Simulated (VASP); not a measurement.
# Si (Pbcm) in VASP: relaxation of cell and atoms with PBE

Aim: the relaxation of cell and atoms of Si with PBE.

Everything below comes from runs of VASP 6.6.1. Logs are shortened: lines on timing, memory, paths and dates and some standing lists are left out, and cuts for length are marked.

### 1 The structure

Symmetry: Pbcm, No. 57, orthorhombic system. The conventional cell has a = 5.544 Å, b = 4.268 Å, c = 4.523 Å, α = 90.00°, β = 90.00°, γ = 90.00°. Si (site symmetry 2) is surrounded by 6 Si at 2.26 to 2.36 Å. Around Si (site symmetry m) lie 6 Si at 2.33 to 2.45 Å.

The cell was built by a generator and needn't be a form met in nature.

### 2 Relaxation of cell and atoms, PBE

INCAR

```
PREC = Accurate
ENCUT = 600
EDIFF = 1E-7
ISMEAR = 0
SIGMA = 0.1
LREAL = F
LASPH = T
NELM = 100
ALGO = Normal
ISIF = 3
LWAVE = F
LCHARG = F
GGA = PE
IBRION = 2
NSW = 90
EDIFFG = -0.04
```

KPOINTS

```
regular mesh
0
Gamma
  4 4 4
```

POSCAR

```
Si
1.0
    5.5443959600      0.0000000000      0.0000000000
    0.0000000000      4.2680247900      0.0000000000
    0.0000000000      0.0000000000      4.5226429000
Si
8
Direct
    0.4086137200      0.2500000000      0.0000000000
    0.5913862800      0.7500000000      0.5000000000
    0.5913862800      0.7500000000      0.0000000000
    0.4086137200      0.2500000000      0.5000000000
    0.9160691800      0.5096841400      0.2500000000
    0.0839308200      0.4903158600      0.7500000000
    0.0839308200      0.0096841400      0.2500000000
    0.9160691800      0.9903158600      0.7500000000
```

Potentials or basis: VASP PAW PBE potentials, release 64 (Si).

Command:

```
cat potpaw_PBE.64/Si/POTCAR > POTCAR
mpirun -np 1 vasp_std > vasp.out
```

OUTCAR:

```text
PREC = Accurate
   ENCUT = 600
   EDIFF = 1E-7
   ISMEAR = 0
   LREAL = F
   LASPH = T
   NELM = 100
   ISIF = 3
   GGA = PE
   IBRION = 2
   NSW = 90
   EDIFFG = -0.04

 ion  position               nearest neighbor table
   1  0.409  0.250  0.000-   4 2.26   4 2.26   7 2.36   6 2.36   3 2.36   3 2.36
   2  0.591  0.750  0.500-   3 2.26   3 2.26   8 2.36   5 2.36   4 2.36   4 2.36
   3  0.591  0.750  0.000-   2 2.26   2 2.26   8 2.36   5 2.36   1 2.36   1 2.36
   4  0.409  0.250  0.500-   1 2.26   1 2.26   7 2.36   6 2.36   2 2.36   2 2.36
   5  0.916  0.510  0.250-   7 2.33   7 2.33   2 2.36   3 2.36   6 2.45   6 2.45   8 3.05   8 3.05

   6  0.084  0.490  0.750-   8 2.33   8 2.33   1 2.36   4 2.36   5 2.45   5 2.45   7 3.05   7 3.05

   7  0.084  0.010  0.250-   5 2.33   5 2.33   1 2.36   4 2.36   8 2.45   8 2.45   6 3.05   6 3.05

   8  0.916  0.990  0.750-   6 2.33   6 2.33   2 2.36   3 2.36   7 2.45   7 2.45   5 3.05   5 3.05

  LATTYP: Found a simple orthorhombic cell.
 ALAT       =     4.2680247900
 B/A-ratio  =     1.0596571301
 C/A-ratio  =     1.2990543009

  Lattice vectors:

 A1 = (   0.0000000000,   4.2680247900,   0.0000000000)
 A2 = (   0.0000000000,   0.0000000000,   4.5226429000)
 A3 = (   5.5443959600,   0.0000000000,   0.0000000000)

Analysis of symmetry for initial positions (statically):
=====================================================================
 Subroutine PRICEL returns:
 Original cell was already a primitive cell.

 Routine SETGRP: Setting up the symmetry group for a
 simple orthorhombic supercell.

 Subroutine GETGRP returns: Found  8 space group operations
 (whereof  2 operations were pure point group operations)
 out of a pool of  8 trial point group operations.

The static configuration has the point symmetry S_2 .
 The point group associated with its full space group is D_2h.

Analysis of symmetry for dynamics (positions and initial velocities):
=====================================================================
 Subroutine PRICEL returns:
 Original cell was already a primitive cell.

 Routine SETGRP: Setting up the symmetry group for a
 simple orthorhombic supercell.

 Subroutine GETGRP returns: Found  8 space group operations
 (whereof  2 operations were pure point group operations)
 out of a pool of  8 trial point group operations.

The dynamic configuration has the point symmetry S_2 .
 The point group associated with its full space group is D_2h.

 Subroutine INISYM returns: Found  8 space group operations
 (whereof  2 operations are pure point group operations),
 and found     1 'primitive' translations

----------------------------------------------------------------------------------------

                                     Primitive cell

  volume of cell :     107.0221

  direct lattice vectors                    reciprocal lattice vectors
     5.544395960  0.000000000  0.000000000     0.180362299  0.000000000  0.000000000
     0.000000000  4.268024790  0.000000000     0.000000000  0.234300420  0.000000000
     0.000000000  0.000000000  4.522642900     0.000000000  0.000000000  0.221109652

  length of vectors
     5.544395960  4.268024790  4.522642900     0.180362299  0.234300420  0.221109652

  position of ions in fractional coordinates (direct lattice)
     0.408613720  0.250000000  0.000000000
     0.591386280  0.750000000  0.500000000
     0.591386280  0.750000000  0.000000000
     0.408613720  0.250000000  0.500000000
     0.916069180  0.509684140  0.250000000
     0.083930820  0.490315860  0.750000000
     0.083930820  0.009684140  0.250000000
     0.916069180  0.990315860  0.750000000

  ion indices of the primitive-cell ions
   primitive index   ion index
                 1           1
                 2           2
                 3           3
                 4           4
                 5           5
                 6           6
                 7           7
                 8           8

----------------------------------------------------------------------------------------

 KPOINTS: regular mesh

Automatic generation of k-mesh.
 Grid dimensions read from file:
 generate k-points for:    4    4    4

 Generating k-lattice:

  Cartesian coordinates                     Fractional coordinates (reciprocal lattice)
     0.045090575  0.000000000  0.000000000     0.250000000  0.000000000  0.000000000
     0.000000000  0.058575105  0.000000000     0.000000000  0.250000000  0.000000000
     0.000000000  0.000000000  0.055277413     0.000000000  0.000000000  0.250000000

  Length of vectors
     0.045090575  0.058575105  0.055277413

  Shift w.r.t. Gamma in fractional coordinates (k-lattice)
     0.000000000  0.000000000  0.000000000

 Subroutine IBZKPT returns following result:
 ===========================================

 Found     27 irreducible k-points:

 Following reciprocal coordinates:
            Coordinates               Weight
  0.000000  0.000000  0.000000      1.000000
  0.250000  0.000000  0.000000      2.000000
  0.500000  0.000000  0.000000      1.000000
  0.000000  0.250000  0.000000      2.000000
  0.250000  0.250000  0.000000      4.000000
  0.500000  0.250000  0.000000      2.000000
[... 16 lines left out ...]
  0.250000  0.250000  0.500000      4.000000
  0.500000  0.250000  0.500000      2.000000
 [... further k-points ...]
   k-points           NKPTS =     27   k-points in BZ     NKDIM =     27   number of bands    NBANDS=     21
   number of dos      NEDOS =    301   number of ions     NIONS =      8
   total plane-waves  NPLWV =  62208
   dimension x,y,z NGX =    48 NGY =   36 NGZ =   36
   dimension x,y,z NGXF=    96 NGYF=   72 NGZF=   72
   ions per type =               8
   NGX,Y,Z   is equivalent  to a cutoff of  14.39, 14.02, 13.23 a.u.
   NGXF,Y,Z  is equivalent  to a cutoff of  28.79, 28.05, 26.47 a.u.
 SYSTEM =  unknown system
   PREC   = accura    normal or accurate (medium, high low for compatibility)
   ISTART =      0    job   : 0-new  1-cont  2-samecut
   ICHARG =      2    charge: 1-file 2-atom 10-const
   ISPIN  =      1    spin polarized calculation?
   LNONCOLLINEAR =      F non collinear calculations
   LSORBIT =      F    spin-orbit coupling
   LASPH  =      T    aspherical Exc in radial PAW
   ENCUT  =  600.0 eV  44.10 Ry    6.64 a.u.  11.07  8.52  9.03*2*pi/ulx,y,z
   NELM   =    100;   NELMIN=  2; NELMDL= -5     # of ELM steps
   EDIFF  = 0.1E-06   stopping-criterion for ELM
   LREAL  =      F    real-space projection
   EDIFFG = -.4E-01   stopping-criterion for IOM
   NSW    =     90    number of steps for IOM
   IBRION =      2    ionic relax: 0-MD 1-quasi-New 2-CG
   NFREE  =      1    steps in history (QN), initial steepest desc. (CG)
   ISIF   =      3    stress and relaxation
   ISYM   =      2    0-nonsym 1-usesym 2-fastsym
   POTIM  = 0.5000    time-step for ionic-motion
   TEBEG  =    0.0;   TEEND  =   0.0 temperature during run
   PSTRESS=    0.0 pullay stress
   NELECT =      32.0000    total number of electrons
   NUPDOWN=      -1.0000    fix difference up-down
   EMIN   =  10.00;   EMAX   =-10.00  energy-range for DOS
   EFERMI =   0.00;   METHOD = LEGACY
   ISMEAR =     0;   SIGMA  =   0.10  broadening in eV -4-tet -1-fermi 0-gaus
   EFERMI_NEDOS =   21; number of points for ismear=-14 and -15
   IALGO  =     38    algorithm
   IMIX   =      4    mixing-type and parameters
     AMIX     =   0.40;   BMIX     =  1.00
     AMIX_MAG =   1.60;   BMIX_MAG =  1.00
  volume/ion in A,a.u.               =      13.38        90.28
  Fermi-wavevector in a.u.,A,eV,Ry     =   1.094713  2.068708 16.305179  1.198397
  Thomas-Fermi vector in A             =   2.231023
   LORBIT       =      0    0 simple, 1 ext, 2 COOP (PROOUT), +10 PAW based schemes
   GGA     = PE    functional components
   LHFCALC =     F    Hartree Fock is set to
   AEXX    =    0.0000 exact exchange contribution
   IVDW    =     0    specifies the selected vdW correction
   LEPSILON=     F    determine dielectric tensor
   LRPA    =     F    only Hartree local field effects (RPA)
 conjugate gradient relaxation of ions
 non-spin polarized calculation
 Gauss-broadening in eV      SIGMA  =   0.10
  energy-cutoff  :      600.00
  volume of cell :      107.02
 maximum number of plane-waves:      3608
 NGX is ok and might be reduce to    48
   NGX = 23   NGY = 17   NGZ = 19

--------------------------------------- Ionic step        1  -------------------------------------------

 number of electron      32.0000001 magnetization

 Free energy of the ion-electron system (eV)
  ---------------------------------------------------
  ext. energy  EPLUGINS =         0.00000000
  ---------------------------------------------------
  free energy    TOTEN  =       -37.19640653 eV

  energy without entropy =      -37.17956950  energy(sigma->0) =      -37.18798801

 E-fermi :  10.8533     XC(G=0): -11.3514

 val. band max:       10.8185300351   @ k =   0.0000   0.0000   0.2500
 cond. band min:      10.8546925335   @ k =   0.5000   0.0000   0.0000
 fundamental gap:      0.0361624985
 Fermi energy:        10.8533015978

 k-point     1 :       0.0000    0.0000    0.0000
  band No.  band energies     occupation
      1      -4.4268      2.00000
      2      -0.3573      2.00000
      3       0.0381      2.00000
      4       2.1937      2.00000
      5       2.6693      2.00000
      6       3.2284      2.00000
[... 1271 lines left out ...]
  FREE ENERGIE OF THE ION-ELECTRON SYSTEM (eV)
  ---------------------------------------------------
  free  energy   TOTEN  =       -39.5399393496 eV

  energy  without entropy=      -39.5267519836  energy(sigma->0) =      -39.53334567

[... ionic steps 4 to 14 ...]

--------------------------------------- Ionic step       15  -------------------------------------------

 number of electron      31.9999998 magnetization

------------------------ aborting loop because EDIFF is reached ----------------------------------------

  FORCE on cell =-STRESS in cart. coord.  units (eV):
  Direction    XX          YY          ZZ          XY          YZ          ZX
  --------------------------------------------------------------------------------------
  -------------------------------------------------------------------------------------
  Total       -0.2878060     -0.1711540     -0.4174948      0.0000000      0.0000000      0.0000000
  in kB       -3.4905864     -2.0758010     -5.0634865      0.0000000      0.0000000      0.0000000
  external PRESSURE =      -3.5432913 kB  Pullay stress =       0.0000000 kB
[... 69 lines left out ...]
  energy  without entropy=      -39.6363343333  energy(sigma->0) =      -39.64032253

--------------------------------------- Ionic step       17  -------------------------------------------

 number of electron      31.9999998 magnetization

 Free energy of the ion-electron system (eV)
  ---------------------------------------------------
  ext. energy  EPLUGINS =         0.00000000
  ---------------------------------------------------
  free energy    TOTEN  =       -39.64581375 eV

  energy without entropy =      -39.63801990  energy(sigma->0) =      -39.64191682

 E-fermi :   8.1938     XC(G=0): -10.5157

 val. band max:        8.1214749076   @ k =   0.5000   0.2500   0.2500
 cond. band min:       8.2231704938   @ k =   0.0000   0.0000   0.2500
 fundamental gap:      0.1016955862
 Fermi energy:         8.1938350131

 k-point     1 :       0.0000    0.0000    0.0000
  band No.  band energies     occupation
      1      -5.1974      2.00000
      2      -1.5349      2.00000
      3      -0.9562      2.00000
      4       0.1065      2.00000
      5       0.4528      2.00000
      6       1.4847      2.00000
[... 602 lines left out ...]
  FREE ENERGIE OF THE ION-ELECTRON SYSTEM (eV)
  ---------------------------------------------------
  free  energy   TOTEN  =       -39.6458137460 eV

  energy  without entropy=      -39.6380198987  energy(sigma->0) =      -39.64191682

 reached required accuracy - stopping structural energy minimisation
```

Run time: 8.3 min. Hardware: 1 thread of Intel Xeon Platinum 8259CL at 2.50GHz (Skylake/Cascade Lake), shared host; peak memory 0.26 GiB.

Results:

| Item | Value |
| --- | --- |
| Free energy | -39.6458 eV |
| Relaxed volume | 16.48 Å³/atom |
| Relaxed cell | a = 5.701 Å, b = 4.578 Å, c = 5.051 Å, α = 90.00°, β = 90.00°, γ = 90.00° |
| Space group after relaxing (to 0.05 Å) | Pbcm (No. 57) |
| Energy gained by relaxing | 306.2 meV/atom |
| Ionic steps | 17 |
| Pressure after relaxing | -0.1 GPa |
| Largest force after relaxing | 0.038 eV/Å |
| Band gap on the k mesh | none (metal or under the smearing width) |

Forces on the atoms (eV/Å):
```
Si  -0.016  0.000  0.000
Si   0.016  0.000  0.000
Si   0.016  0.000  0.000
Si  -0.016  0.000  0.000
Si  -0.017  0.034  0.000
Si   0.017 -0.034  0.000
Si   0.017  0.034  0.000
Si  -0.017 -0.034  0.000
```

The path:
| step | energy change (eV) | largest force (eV/Å) | pressure (GPa) | volume (Å³) |
| --- | --- | --- | --- | --- |
| 1 | 0.0000 | 0.8439 | 32.71 | 107.02 |
| 2 | -1.5157 | 0.3491 | -10.17 | 155.02 |
| 3 | -2.3435 | 0.2632 | -0.59 | 133.24 |
| 4 | -2.3434 | 0.2648 | -0.18 | 132.68 |
| 5 | -2.4040 | 0.1820 | -0.28 | 132.25 |
| 6 | -2.4243 | 0.1248 | -0.24 | 131.94 |
| 7 | -2.4145 | 0.1285 | 0.03 | 131.26 |
| 8 | -2.4292 | 0.0980 | -0.17 | 131.71 |
| 9 | -2.4363 | 0.0983 | 0.01 | 131.27 |
| 10 | -2.4364 | 0.1022 | 0.04 | 131.19 |
| 11 | -2.4394 | 0.0888 | 0.07 | 131.17 |
| 12 | -2.4455 | 0.0508 | 0.17 | 131.12 |
| 13 | -2.4410 | 0.1033 | 0.41 | 131.00 |
| 14 | -2.4468 | 0.0413 | 0.23 | 131.08 |
| 15 | -2.4476 | 0.0627 | -0.35 | 132.10 |
| 16 | -2.4479 | 0.0548 | -0.16 | 131.76 |
| 17 | -2.4494 | 0.0378 | -0.06 | 131.82 |

Final structure:
```xyz
8
Lattice="5.7011 0.0000 0.0000 0.0000 4.5778 0.0000 0.0000 0.0000 5.0509" Properties=species:S:1:pos:R:3 pbc="T T T"
Si    2.3496    1.1445    0.0000
Si    3.3514    3.4334    2.5254
Si    3.3514    3.4334    0.0000
Si    2.3496    1.1445    2.5254
Si    5.2998    2.3579    1.2627
Si    0.4012    2.2200    3.7882
Si    0.4012    0.0689    1.2627
Si    5.2998    4.5089    3.7882
```

Levels at points of the mesh, in eV from the Fermi level:
```
           k point  band 14  band 15  band 16  band 17  band 18  band 19
(0.00, 0.00, 0.00)    -1.93    -1.42    -1.02    -0.81     0.41     1.03
(0.50, 0.00, 0.00)    -1.50    -1.28    -0.59     0.24     0.26     1.07
(0.00, 0.50, 0.00)    -2.56    -0.55    -0.55    -0.36    -0.36     2.29
(0.50, 0.50, 0.00)    -2.31    -0.98    -0.98     2.42     2.42     2.44
(0.00, 0.00, 0.50)    -1.69    -1.49    -1.49    -0.20    -0.20     0.63
(0.50, 0.00, 0.50)    -1.58    -0.67    -0.67     0.06     0.06     0.07
(0.00, 0.50, 0.50)     0.24     0.24     0.24     3.08     3.08     3.08
(0.50, 0.50, 0.50)     0.10     0.10     0.10     1.02     1.02     1.02
```

Caveat: the k mesh is coarse (spacing up to 0.37 Å⁻¹), so the values aren't converged; the volume moved by over 15 % at a fixed basis, so the end points are rough.
